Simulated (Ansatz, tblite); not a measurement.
## A script for RbBr (GFN1-xTB)

These are simulated results from tblite 0.8.0, not measurements. The cell was built from a prototype and was relaxed with r2SCAN in plane waves (Ansatz 0.2.0). Not every such cell is a known phase. All runs are without spin polarisation.

The symmetry is P6_3/mmc (No. 194, hexagonal); a = 4.771 Å, c = 8.410 Å in the conventional setting, 41.45 Å³ an atom. Rb has 6 Br at 3.47 Å; Br has 6 Rb at 3.47 Å.

tblite solves periodic systems at the zone centre alone, so the script builds a cluster of 2×2×1 conventional cells (16 atoms), which folds in a coarse mesh of k points.

Input script:

```python
import json
from ase import Atoms
from ase.build import make_supercell
from ase.units import Bohr, GPa, Hartree
from tblite.interface import Calculator

atoms = Atoms(['Rb', 'Rb', 'Br', 'Br'],
              cell=[[4.771089, -0.0, 0.0], [-2.385544, 4.131884, 0.0], [0.0, 0.0, 8.410154]],
              scaled_positions=[[0.0, 0.0, -0.0], [0.0, -0.0, 0.5], [0.333333, 0.666667, 0.25], [0.666667, 0.333333, 0.75]],
              pbc=True)
cluster = make_supercell(atoms, [[2, 0, 0], [0, 2, 0], [0, 0, 1]])
calc = Calculator('GFN1-xTB', cluster.numbers, cluster.positions / Bohr, lattice=cluster.cell[:] / Bohr, periodic=cluster.pbc)
calc.set('temperature', 0.02 / Hartree)
calc.set('max-iter', 150)
res = calc.singlepoint()
levels = res.get('orbital-energies') * Hartree
nv = round(res.get('orbital-occupations').sum() / 2)
cells = len(cluster) // len(atoms)
out = {'energy_per_cell': res.get('energy') * Hartree / cells, 'homo': levels[nv - 1], 'lumo': levels[nv],
       'stress': (-res.get('virial') * Hartree / cluster.get_volume() / GPa).tolist(), 'charges': res.get('charges')[:len(atoms)].tolist(), 'electrons': 2 * nv / cells}
json.dump(out, open('results.json', 'w'))
for key, value in out.items():
    print(key, value)
```

Command: `python run.py`. It took 0.86 s on 1 thread of Arm Neoverse V2 (shared host), peak memory 0.1 GiB.

Output:

```
------------------------------------------------------------
  cycle        total energy    energy error   density error
------------------------------------------------------------
      1     -34.51625574196  -3.4467331E+01   5.6205037E-01
      2      11.24073923504   4.5756995E+01   5.2964839E-01
      3      4.180420512464  -7.0603187E+00   6.2026565E-01
      4     0.8943193966418  -3.2861011E+00   5.0828299E-01
      5     -8.450359127833  -9.3446785E+00   4.1347172E-01
      6     -9.938852263059  -1.4884931E+00   3.9954879E-01
      7      257.2209847118   2.6715984E+02   1.4663594E+00
      8      45.87355823710  -2.1134743E+02   6.7016105E-01
      9     -12.93395339106  -5.8807512E+01   3.7065057E-01
     10      205.9209131109   2.1885487E+02   1.3383642E+00
     11     -34.65845923097  -2.4057937E+02   4.7166986E-02
     12     -26.93568658261   7.7227726E+00   2.0845495E-01
     13      70.61917651397   9.7554863E+01   8.0612455E-01
     14     -34.57071855208  -1.0518990E+02   3.5660735E-02
     15     -28.95685627038   5.6138623E+00   1.7920850E-01
     16      10.44473239507   3.9401589E+01   5.1090026E-01
     17     -19.17413584934  -2.9618868E+01   3.0526000E-01
     18     -33.28951017030  -1.4115374E+01   8.8541225E-02
     19     -29.05296229241   4.2365479E+00   1.8288234E-01
     20     -12.68799931783   1.6364963E+01   3.6838051E-01
     21     -34.29937483461  -2.1611376E+01   5.6959069E-02
     22     -34.55643933235  -2.5706450E-01   3.1739742E-02
     23     -32.81989027799   1.7365491E+00   1.0271572E-01
     24     -28.05343977298   4.7664505E+00   2.3177112E-01
     25     -34.25721793741  -6.2037782E+00   5.6711414E-02
     26     -31.37275906483   2.8844589E+00   1.3742688E-01
     27     -28.29595978544   3.0767993E+00   2.2519755E-01
     28     -34.03899956936  -5.7430398E+00   1.0572794E-01
     29     -33.21230594551   8.2669362E-01   9.9577179E-02
     30     -34.48812283879  -1.2758169E+00   3.9274491E-02
     31     -33.61280671408   8.7531612E-01   7.8163622E-02
     32     -33.98896188558  -3.7615517E-01   6.0914711E-02
     33     -33.96204308700   2.6918799E-02   6.4025098E-02
     34     -34.38735690501  -4.2531382E-01   4.0319418E-02
     35     -34.15163133208   2.3572557E-01   5.5296620E-02
     36     -34.46616368815  -3.1453236E-01   3.4470487E-02
     37     -34.38196320844   8.4200480E-02   4.2093228E-02
     38     -34.59313581272  -2.1117260E-01   2.2553062E-02
     39     -34.55654268601   3.6593127E-02   2.8163148E-02
     40     -34.66336436211  -1.0682168E-01   1.1931996E-02
     41     -34.64190144906   2.1462913E-02   1.7522339E-02
     42     -34.68489448255  -4.2993033E-02   6.0896863E-03
     43     -34.67256309263   1.2331390E-02   1.1247071E-02
     44     -34.68728366748  -1.4720575E-02   5.5124287E-03
     45     -34.68167134213   5.6123253E-03   8.3438154E-03
     46     -34.68633755761  -4.6662155E-03   6.1531295E-03
     47     -34.68425240589   2.0851517E-03   7.2180737E-03
     48     -34.68584234249  -1.5899366E-03   6.3856791E-03
     49     -34.68498913027   8.5321222E-04   6.8117874E-03
     50     -34.68591233685  -9.2320658E-04   6.2723133E-03
     51     -34.68515010881   7.6222805E-04   6.6303727E-03
     52     -34.68612328708  -9.7317827E-04   5.9835650E-03
     53     -34.68527118778   8.5209930E-04   6.3923551E-03
     54     -34.68601107094  -7.3988316E-04   5.9052381E-03
     55     -34.68521255749   7.9851345E-04   6.3248053E-03
     56     -34.68583652850  -6.2397101E-04   5.9328631E-03
     57     -34.68437527069   1.4612578E-03   6.6719510E-03
     58     -34.68520813462  -8.3286392E-04   6.2167656E-03
     59     -34.68441837798   7.8975664E-04   6.5812092E-03
     60     -34.68498196853  -5.6359055E-04   6.2423465E-03
     61     -34.68468539013   2.9657840E-04   6.3500731E-03
     62     -34.68502326862  -3.3787850E-04   6.1214247E-03
     63     -34.68483596388   1.8730475E-04   6.1918107E-03
     64     -34.68531353389  -4.7757001E-04   5.8735383E-03
     65     -34.68478969194   5.2384195E-04   6.0250741E-03
     66     -34.68654259079  -1.7528988E-03   4.4779616E-03
     67     -34.68606648720   4.7610359E-04   4.5407421E-03
     68     -34.68667613548  -6.0964827E-04   3.9621336E-03
     69     -34.68656760757   1.0852791E-04   3.9725564E-03
     70     -34.68712193195  -5.5432438E-04   3.1885801E-03
     71     -34.68714728999  -2.5358044E-05   2.7964827E-03
     72     -34.68734238317  -1.9509318E-04   1.7389365E-03
     73     -34.68734274421  -3.6104182E-07   1.3515333E-03
     74     -34.68734534719  -2.6029781E-06   1.1230834E-03
     75     -34.68733813296   7.2142373E-06   1.0902051E-03
     76     -34.68733836051  -2.2755696E-07   1.0694333E-03
     77     -34.68720763719   1.3072332E-04   1.2731899E-03
     78     -34.68734093183  -1.3329464E-04   4.6139509E-04
     79     -34.68734605226  -5.1204293E-06   8.0697273E-05
     80     -34.68734011972   5.9325361E-06   1.8313911E-04
     81     -34.68734619044  -6.0707218E-06   2.9155302E-05
     82     -34.68734632008  -1.2963809E-07   7.0438169E-06
------------------------------------------------------------

 total:                                   0.396 sec
energy_per_cell -235.97269271916517
homo 30.0435595989276
lumo 30.76135001289225
stress [[-2.2498400551815534, -0.01315249395297898, 0.0012354111022126499], [-0.01315249395297898, -2.2650409738881834, 0.0011875274816799965], [0.001235411102212622, 0.0011875274816800152, -0.9552485091040139]]
charges [0.5420737246252996, 0.5429487006852679, -0.5425015177118244, -0.5428649625932436]
electrons 16.0
```

The cycle table is in hartree for the whole cluster, and the lines after it are in eV (the energy for one cell). The printed stress is in GPa and positive in compression, and the pressure is its mean diagonal.

GFN1-xTB gives a gap of 0.72 eV. On the same cell, plane-wave PBE (Ansatz, 6×6×4 k points and the special points) gives a gap of 4.23 eV and r2SCAN a gap of 4.84 eV; on shared hosts these took about 4.5 and 11 core-seconds on the 4-atom cell, against 0.86 for the script. Semilocal gaps usually lie below measured ones. xTB was fitted to molecules, so gaps, charges and pressures of solids can be far off, and the gap also depends on the size of the cluster.

The same script was run on cells scaled at fixed shape and fractional coordinates:

```json
{"volume (Å³/atom)": "36.47", "energy (meV/atom)": "-38.8", "pressure (GPa, positive in compression)": "-0.42", "gap (eV)": "1.06"}
{"volume (Å³/atom)": "38.96", "energy (meV/atom)": "-24.7", "pressure (GPa, positive in compression)": "-1.31", "gap (eV)": "0.88"}
{"volume (Å³/atom)": "41.45", "energy (meV/atom)": "0.0", "pressure (GPa, positive in compression)": "-1.82", "gap (eV)": "0.72"}
{"volume (Å³/atom)": "43.94", "energy (meV/atom)": "30.9", "pressure (GPa, positive in compression)": "-2.12", "gap (eV)": "0.57"}
{"volume (Å³/atom)": "46.42", "energy (meV/atom)": "65.3", "pressure (GPa, positive in compression)": "-2.30", "gap (eV)": "0.44"}
```

The minimum lies beyond the smallest of these volumes.

xTB was fitted mostly to molecules, and a small cluster samples few k points, so gaps, pressures and kinks along a curve can be far from a solid's.

The runs are scalar-relativistic, without spin-orbit coupling.
